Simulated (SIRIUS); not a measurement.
GaAs under changes of volume

One of the cells (23.041 Å³/atom); the others are scaled copies at fixed shape and fractional positions:

```
CELL_PARAMETERS angstrom
0.00000 2.84557 2.84557
2.84557 0.00000 2.84557
2.84557 2.84557 0.00000
ATOMIC_POSITIONS crystal
As 0.75000 0.75000 0.75000
Ga 0.00000 0.00000 0.00000
```

| Property | Result |
| --- | --- |
| Program | SIRIUS 7.12.0 |
| Functional | PBEsol |
| Potentials or basis | PseudoDojo 0.4.1 PBEsol standard (scalar relativistic) |
| Cutoff | 1152 eV |
| Density cutoff | 4606 eV |
| k mesh | 8 × 8 × 8 |
| Occupations | fermi-dirac, width 0.05 eV |
| Spin | no spin polarisation |

| volume (Å³/atom) | energy over the lowest point (meV/atom) | pressure (GPa) | gap on the mesh (eV) |
| --- | --- | --- | --- |
| 21.234 | ? | ? | ? |
| 21.686 | 8.93 | 3.4 | 0.75 |
| 22.138 | 1.65 | 1.8 | 0.59 |
| 23.041 | 0.00 | -1.1 | 0.30 |
| 23.493 | 4.73 | -2.2 | 0.15 |
| 23.945 | 12.55 | -3.3 | 0.02 |

**Question.** What does the run at 21.234 Å³/atom give?

**Answer.** Energy over the lowest point 21.21 meV/atom; pressure 5.3 GPa; gap on the mesh 0.91 eV.

Worked out: A Birch-Murnaghan fit of order 3 (a polynomial in V^(-2/3)) to the other rows has its minimum at 22.67 Å³/atom with B0 = V·E''(V) = 69 GPa and B' = 5.0. It gives 21.28 meV/atom at 21.234 Å³/atom, against the run's 21.21, and -dE/dV = 5.3 GPa, against 5.3.

Energies are extrapolated to zero smearing.

A mesh can miss the band edges. Spin-orbit coupling on As, Ga is left out.
